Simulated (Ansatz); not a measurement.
# Fe: the cost of one run

Computed with Ansatz 0.2.0 (DFT HSE06, PAW, plane waves, scalar-relativistic, unless a step's input says otherwise).

The COD cell was measured well above room temperature, so it is larger than a cold one.

### Step 1. The starting structure

The structure is cubic, space group Fm-3m (No. 225). The conventional cell has a = 3.679 Å, b = 3.679 Å, c = 3.679 Å, α = 90.00°, β = 90.00°, γ = 90.00°. Fe (site symmetry m-3m) is surrounded by 12 Fe at 2.60 Å.

As a file:

```xyz
2
Lattice="3.6790 1.8395 1.8395 1.8395 3.6790 1.8395 1.8395 1.8395 3.6790" Properties=species:S:1:pos:R:3 pbc="T T T"
Fe    0.0000    0.0000    0.0000
Fe    3.6790    3.6790    3.6790
```

In tables a label like Fe2 counts atoms in the order of input.yaml; a structure file may count by element.

The first starts: parallel moments, plain SCF; opposed moments +-, plain SCF; no spin polarisation; spin on, no moments given (the program may seed its own), plain SCF. Further starts follow from what these give.

“Plain SCF” means no search for lower states. Under a hybrid the search levels only allow a further exchange loop from another filling of the frontier levels; the end state isn't tested for a lower one. Iterations are summed over the PBE start and the exchange cycles. 

Moments by site are taken inside atomic spheres; the rest lies between them.

### Step 2. Parallel moments, plain SCF

The input, input.yaml:

```yaml
crystal:
  lattice:
    - [3.679, 1.8395, 1.8395]
    - [1.8395, 3.679, 1.8395]
    - [1.8395, 1.8395, 3.679]
  atoms:
    - { symbol: Fe, position: [0.0, 0.0, 0.0], spin: 4.0 }
    - { symbol: Fe, position: [0.5, 0.5, 0.5], spin: 4.0 }
magnetization:
  spin_polarized: true
hamiltonian:
  xc: hse06
  pseudopotentials: { kind: paw }
basis:
  ecutwfc: 420
kpoints:
  mp_grid: { grid: [6, 6, 6] }
scf:
  occupations: { method: fermi_dirac, width: 0.05 }
  lower_state_search: "off"
output:
  forces: true
  stress: true
  write_density: true
  write_potential: true
  elf: true
  volumetric_format: npy
```

On the command line:

```
$ ansatz run input.yaml --threads 4 --pin off --max-ram 10240MiB --backend cpu --events-out ev --progress --plain --runs-dir out
```

What time and memory should one allow on 4 threads of Arm Neoverse V1, shared host?

About 25 s, with a peak of 0.92 GiB.
